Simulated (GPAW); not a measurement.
Consider BaS (Fm-3m).

```xyz
2
Lattice="0.0000 3.1938 3.1938 3.1938 0.0000 3.1938 3.1938 3.1938 0.0000" Properties=species:S:1:pos:R:3 pbc="T T T"
Ba    0.0000    0.0000    0.0000
S     3.1938    3.1938    3.1938
```

Absorber: atom 2, with 6 Ba at 3.19 Å (octahedral, site symmetry m-3m). Method: GPAW, PBE, full core hole (charged cell), 12-atom cell with 7.8 Å between holes, 3×3×2 k points, dipole transitions, Gaussian full width 0.9 eV up to 4 eV, rising linearly to 3.5 eV at 25 eV.

**Question.** Where do the maxima of the S K edge fall?

Main maxima up to 24 eV above the zero (height): 2.9 eV (1.96), 5.9 eV (1.93), 14.2 eV (1.08) and 20.7 eV (1.11). A K edge sees empty p states on the absorber. The total-energy difference plus the lowest empty eigenvalue puts the zero at 2482.64 eV. One term is added: -16.94 eV, since the hole is spin-paired here and a spin-polarised one costs that much less in the free atom (computed apart). The photon energy is then 2465.70 eV. The functional and the charged cell's background leave an error of a few eV in such absolute values.

The S K spectrum (energy from the lowest empty level; intensity scaled to a mean of 1 over the first 20 eV):

```tsv
E (eV)	intensity
-2.0	0.00
-1.5	0.00
-1.0	0.00
-0.5	0.01
0.0	0.04
0.5	0.14
1.0	0.46
1.5	0.70
2.0	0.91
2.5	1.61
3.0	1.92
3.5	1.42
4.0	1.12
4.5	1.00
5.0	1.22
5.5	1.71
6.0	1.91
6.5	1.43
7.0	0.88
7.5	0.66
8.0	0.62
8.5	0.60
9.0	0.62
9.5	0.66
10.0	0.71
10.5	0.77
11.0	0.87
11.5	0.99
12.0	1.05
12.5	1.04
13.0	1.02
13.5	1.04
14.0	1.07
14.5	1.07
15.0	1.04
15.5	1.02
16.0	1.02
16.5	1.02
17.0	1.02
17.5	1.00
18.0	0.99
18.5	0.98
19.0	1.00
19.5	1.04
20.0	1.08
20.5	1.10
21.0	1.10
21.5	1.07
22.0	1.01
22.5	0.94
23.0	0.86
23.5	0.79
24.0	0.74
24.5	0.71
25.0	0.70
25.5	0.70
26.0	0.71
26.5	0.74
27.0	0.78
27.5	0.84
28.0	0.90
28.5	0.96
29.0	1.00
29.5	1.03
30.0	1.04
30.5	1.05
```

The mesh is coarse (0.43 Å⁻¹ between points), so small maxima may be mesh ripples. The structure is a published determination, not relaxed.

[Banner, clock and machine lines of the logs are left out without a mark of their own.]

[Logs are printed without paths, hosts, clocks, repeated set-up lines and the standing remarks that a program may print on its own settings, such as how far it seeks lower states.]

[Hosts, paths, dates, database ids (printed as entryN), source tags and the programs' standing remarks are cut or masked in the printed files.]

[Lists of maxima count a maximum above −3 eV only where it reaches 4 % of the highest in the window and stands out from its surroundings by 2 % of it (1.5 % where it reaches 55 %); shoulders and weaker maxima are passed over, and of the rest the first, up to two pre-edge ones and the few strongest are named.]
